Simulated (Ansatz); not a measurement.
# Sn under changes of volume

One of the cells (27.205 Å³/atom); the others are scaled copies at fixed shape and fractional positions:

```
CELL_PARAMETERS angstrom
-1.89465 1.89465 1.89465
1.89465 -1.89465 1.89465
1.89465 1.89465 -1.89465
ATOMIC_POSITIONS crystal
Sn 0.00000 0.00000 0.00000
```

This isn't the form of Sn at room conditions, which is tetragonal (white tin).

```yaml
Program: Ansatz 0.2.0
Functional: PBEsol
Potentials_or_basis: all-electron LAPW, scalar-relativistic
Cutoff: 171 eV (chosen from the basis error)
Basis_error_allowed: 0.001 eV/atom
k_mesh: 10 × 10 × 10
Occupations: fermi-dirac, width 0.05 eV
Spin: no spin polarisation
```

```csv
volume (Å³/atom),energy over the lowest point (meV/atom),pressure (GPa)
25.573,?,?
26.117,0.00,-0.3
26.661,2.89,-1.3
27.205,8.96,-2.2
27.749,17.83,-3.0
28.293,29.21,-3.7
28.837,42.81,-4.3
```

Question: What does the run at 25.573 Å³/atom give?

Answer: Energy over the lowest point 0.72 meV/atom; pressure 0.9 GPa.

Worked out: A Birch-Murnaghan fit of order 3 (a polynomial in V^(-2/3)) to the other rows has its minimum at 25.94 Å³/atom, just outside them, with B0 = V·E''(V) = 52 GPa and B' = 4.6. It gives 0.67 meV/atom at 25.573 Å³/atom, against the run's 0.72, and -dE/dV = 0.8 GPa, against 0.9.

Energies are extrapolated to zero smearing.
